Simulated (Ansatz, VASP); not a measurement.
One calculation of BiTe, two programs

The input INCAR:

```
PREC = Accurate ; ENCUT = 520
EDIFF = 1E-6 ; ISMEAR = -1
SIGMA = 0.1 ; LREAL = False
LASPH = True ; NELM = 100
ALGO = Normal ; ISIF = 2
LWAVE = False ; LCHARG = True
GGA = PE ; LELF = True
LVHAR = True ; NBANDS = 18
```

KPOINTS

```
Automatic mesh
0
Gamma
  6 6 6
```

POSCAR

```
BiTe
1.0
    0.0000000000      3.2350000000      3.2350000000
    3.2350000000      0.0000000000      3.2350000000
    3.2350000000      3.2350000000      0.0000000000
Bi Te
1 1
Direct
    0.0154559505      0.0154559505     -0.0154559505
    0.5000000000      0.5000000000      0.5000000000
```

Input for Ansatz:

```yaml
crystal:
  lattice:
    - [0.0, 3.235, 3.235]
    - [3.235, 0.0, 3.235]
    - [3.235, 3.235, 0.0]
  atoms:
    - { symbol: Bi, position: [0.015455950540958274, 0.015455950540958274, -0.015455950540958274] }
    - { symbol: Te, position: [0.5, 0.5, 0.5] }
basis:
  ecutwfc: 476.19925930478996
kpoints:
  mp_grid:
    grid: [6, 6, 6]
    shift: [0.0, 0.0, 0.0]
hamiltonian:
  xc: pbe
  pseudopotentials:
    kind: paw
scf:
  occupations:
    method: fermi_dirac
    width: 0.1
output:
  forces: true
```

Alike in both runs: task single point; functional PBE; k mesh 6 × 6 × 6; occupations fermi-dirac, width 0.1 eV; no spin polarisation.

```csv
,VASP,Ansatz
version,VASP 6.6.1,Ansatz 0.2.0
potentials or method,"VASP PAW PBE potentials, release 64 (Bi_d, Te)","plane waves, PAW"
plane-wave cutoff (eV),520,476
valence electrons in the cell,21,31
```

VASP gave:

```
rms of the force components (eV/Å) : 0.172
```

Problem. Which values does Ansatz return?

Solution. rms of the force components (eV/Å): 0.170.

Atom by atom the forces differ by 0.001 eV/Å (rms over components). The two sets of potentials don't hold the same shells in valence.
